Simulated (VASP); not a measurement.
# GaSb (F-43m) in VASP: a series of runs, part 2 of 2

VASP 6.6.1. The steps go on from the part before.

## Step 4: Single point, RPBE

This run uses another cell than the first one, of 26.91 Å³/atom, 0.887 times its volume.

File INCAR:

```
PREC = Accurate
ENCUT = 520
EDIFF = 1E-7
ISMEAR = -1
SIGMA = 0.05
LREAL = F
LASPH = T
NELM = 60
ALGO = Normal
ISIF = 2
LWAVE = F
LCHARG = F
GGA = RP
NBANDS = 16
```

File KPOINTS:

```
Automatic mesh
0
Gamma
  8 8 8
```

File POSCAR:

```
GaSb
1.0
    0.0000000000      2.9965539066      2.9965539066
    2.9965539066      0.0000000000      2.9965539066
    2.9965539066      2.9965539066      0.0000000000
Sb Ga
1 1
Direct
    0.7500000000      0.7500000000      0.7500000000
    0.0000000000      0.0000000000      0.0000000000
```

Potentials or basis: VASP PAW PBE potentials, release 64 (Sb, Ga_d).

On the command line:

```bash
> cat potpaw_PBE.64/Sb/POTCAR potpaw_PBE.64/Ga_d/POTCAR > POTCAR
> mpirun -np 1 vasp_std > vasp.out
```

OUTCAR:

```text
PREC = Accurate
   ENCUT = 520
   EDIFF = 1E-7
   ISMEAR = -1
   LREAL = F
   LASPH = T
   NELM = 60
   ISIF = 2
   GGA = RP

 ion  position               nearest neighbor table
   1  0.750  0.750  0.750-   2 2.60   2 2.60   2 2.60   2 2.60
   2  0.000  0.000  0.000-   1 2.60   1 2.60   1 2.60   1 2.60

  LATTYP: Found a face centered cubic cell.
 ALAT       =     5.9931078132

  Lattice vectors:

[... 188 lines left out ...]
      3      -9.5380      2.00000
      4      -9.4782      2.00000
      5      -9.4782      2.00000
      6      -6.2582      2.00000
[... 433 lines left out ...]
      3      -9.5173      2.00000
      4      -9.4822      2.00000
      5      -9.4782      2.00000
      6      -4.0861      2.00000
[... 8 lines left out ...]
     15      15.4849      0.00000
     16      16.1245      0.00000

 [... further k-points ...]
[... 5 lines left out ...]
  --------------------------------------------------------------------------------------
  -------------------------------------------------------------------------------------
  Total        2.7161230      2.7161230      2.7161230     -0.0000000      0.0000000     -0.0000000
  in kB       80.8655853     80.8655853     80.8655853     -0.0000000      0.0000000     -0.0000000
  external PRESSURE =      80.8655853 kB  Pullay stress =       0.0000000 kB

 VOLUME and BASIS-vectors are now :
 -----------------------------------------------------------------------------
  energy-cutoff  :      520.00
  volume of cell :       53.81
      direct lattice vectors                 reciprocal lattice vectors
     0.000000000  2.996553907  2.996553907    -0.166858336  0.166858336  0.166858336
     2.996553907  0.000000000  2.996553907     0.166858336 -0.166858336  0.166858336
     2.996553907  2.996553907  0.000000000     0.166858336  0.166858336 -0.166858336

 POSITION                                       TOTAL-FORCE (eV/Angst)
 -----------------------------------------------------------------------------------
      4.49483      4.49483      4.49483         0.000000      0.000000      0.000000
      0.00000      0.00000      0.00000        -0.000000     -0.000000     -0.000000
 -----------------------------------------------------------------------------------
    total drift:                               -0.000002     -0.000002     -0.000002

  FREE ENERGIE OF THE ION-ELECTRON SYSTEM (eV)
  ---------------------------------------------------
  free  energy   TOTEN  =        -6.5244091509 eV

  energy  without entropy=       -6.5243811030  energy(sigma->0) =       -6.52439513
```

OSZICAR:

```text
N       E                     dE             d eps       ncg     rms          rms(c)
DAV:   1     0.855252605608E+02    0.85525E+02   -0.85894E+03   952   0.141E+03
DAV:   2     0.189029161400E+00   -0.85336E+02   -0.82291E+02  1064   0.308E+02
DAV:   3    -0.643721368751E+01   -0.66262E+01   -0.66116E+01  1088   0.668E+01
DAV:   4    -0.654783053545E+01   -0.11062E+00   -0.11060E+00  1168   0.966E+00
DAV:   5    -0.655052407448E+01   -0.26935E-02   -0.26935E-02  1176   0.135E+00    0.352E+00
DAV:   6    -0.652368049511E+01    0.26844E-01   -0.55732E-02  1408   0.377E+00    0.218E+00
DAV:   7    -0.652087757891E+01    0.28029E-02   -0.43296E-02  1072   0.173E+00    0.359E-01
DAV:   8    -0.652327100379E+01   -0.23934E-02   -0.50152E-03  1136   0.797E-01    0.970E-02
DAV:   9    -0.652430213449E+01   -0.10311E-02   -0.15351E-03  1048   0.244E-01    0.412E-02
DAV:  10    -0.652435022374E+01   -0.48089E-04   -0.60371E-05  1232   0.516E-02    0.124E-02
DAV:  11    -0.652440584100E+01   -0.55617E-04   -0.10172E-04  1040   0.620E-02    0.747E-03
DAV:  12    -0.652440871023E+01   -0.28692E-05   -0.65675E-06  1232   0.184E-02    0.181E-03
DAV:  13    -0.652440894778E+01   -0.23755E-06   -0.36240E-07  1072   0.337E-03    0.824E-04
DAV:  14    -0.652440916471E+01   -0.21693E-06   -0.59633E-08  1040   0.134E-03    0.122E-04
DAV:  15    -0.652440915086E+01    0.13848E-07   -0.52357E-09   704   0.664E-04
   1 F= -.65244092E+01 E0= -.65243951E+01  d E =-.280479E-04
```

stdout:

```text
POSCAR found type information on POSCAR SbGa
 POSCAR found :  2 types and       2 ions
 scaLAPACK will be used
 -----------------------------------------------------------------------------
|                                                                             |
|                                                                             |
|     You enforced a specific xc type in the INCAR file but a different       |
|     I HOPE YOU KNOW WHAT YOU ARE DOING!                                     |
|                                                                             |
 -----------------------------------------------------------------------------

 LDA part: xc-table for (Slater+PW92), standard interpolation
 POSCAR, INCAR and KPOINTS ok, starting setup
 FFT: planning ... GRIDC
 FFT: planning ... GRID_SOFT
 FFT: planning ... GRID
 WAVECAR not read
 entering main loop
```

It took 11 s on 1 thread of Intel Xeon Platinum 8559C (Emerald Rapids), shared host; peak memory 0.18 GiB.

What came out:

- Free energy: -6.5244 eV
- Pressure: 8.1 GPa
- Band gap on the k mesh: 0.58 eV, direct

Caveat: the PAW data sets were made with another functional, which shifts forces and pressure a little; spin-orbit coupling is left out, which moves the levels of the heavy elements.

## Step 5: Single point, revPBE+D3(BJ)

This run uses another cell than the first one, of 26.91 Å³/atom, 0.887 times its volume.

File INCAR:

```
PREC = Accurate
ENCUT = 520
EDIFF = 1E-6
ISMEAR = -1
SIGMA = 0.05
LREAL = False
LASPH = True
NELM = 60
ALGO = Normal
ISIF = 2
LWAVE = False
LCHARG = False
GGA = RE
IVDW = 12
NBANDS = 16
```

File KPOINTS:

```
regular mesh
0
Gamma
  8 8 8
```

POSCAR is that of step 4.

On the command line:

```bash
> cat potpaw_PBE.64/Sb/POTCAR potpaw_PBE.64/Ga_d/POTCAR > POTCAR
> mpirun -np 1 vasp_std > vasp.out
```

Wall time 9.5 s (1 thread of Intel Xeon Platinum 8559C (Emerald Rapids), shared host); peak memory 0.19 GiB.

The run converged. Its results:

```
Free energy                : -7.9840 eV
Pressure                   : 3.3 GPa
Band gap on the k mesh     : 0.56 eV, direct
Dispersion energy per atom : -0.671 eV
```

Levels at points of the mesh, in eV from the valence-band top:
```csv
k point,band 5,band 6,band 7,band 8,band 9,band 10,band 11,band 12,band 13,band 14
"(0.00, 0.00, 0.00)",-15.11,-11.90,0.00,0.00,0.00,0.56,2.76,2.76,2.76,6.00
"(0.50, 0.00, 0.00)",-15.11,-10.12,-6.66,-1.26,-1.26,0.59,3.75,3.75,6.52,9.84
"(0.50, 0.50, 0.00)",-15.11,-9.19,-7.09,-2.79,-2.79,0.88,1.19,9.12,9.12,10.68
```

Caveat: the PAW data sets were made with another functional, which shifts forces and pressure a little; spin-orbit coupling is left out, which moves the levels of the heavy elements. A k mesh can miss the band edges.

## Step 6: Summary

| level | cell | gap on the mesh (eV) | pressure (GPa) |
| --- | --- | --- | --- |
| BLYP+D4 | a = 4.411 Å, angles 60.0°, 2 atoms | none | -2.0 |
| r2SCAN+rVV10 | a = 4.238 Å, angles 60.0°, 2 atoms | 0.81 | 3.8 |
| RPBE | a = 4.238 Å, angles 60.0°, 2 atoms | 0.58 | 8.1 |
| revPBE+D3(BJ) | a = 4.238 Å, angles 60.0°, 2 atoms | 0.56 | 3.3 |

Alike in all rows: task single point; potentials or basis VASP PAW PBE potentials, release 64 (Sb, Ga_d); no spin polarisation; k mesh 8 × 8 × 8; cutoff (eV) 520; smearing fermi-dirac 0.05 eV.

Caveats: the PAW data sets were made with another functional, which shifts forces and pressure a little; spin-orbit coupling is left out, which moves the levels of the heavy elements; pairwise dispersion overbinds metals, which lowers pressure and volume (some runs).

Absolute energies hang on the potentials; compare differences alone.

## Step 7: Comparison with measurements

Step 2. Measured gap of GaSb: 0.811 eV (direct; 4.2 K; a printed reference work, data compilation). This calculation gives 0.00 eV (-0.81 eV). Spin-orbit coupling on Ga, Sb is left out. The value is that of BLYP+D4 on a finite k mesh, which can miss the band edges, without temperature or zero-point motion. Semilocal functionals fall short of measured gaps as a rule.
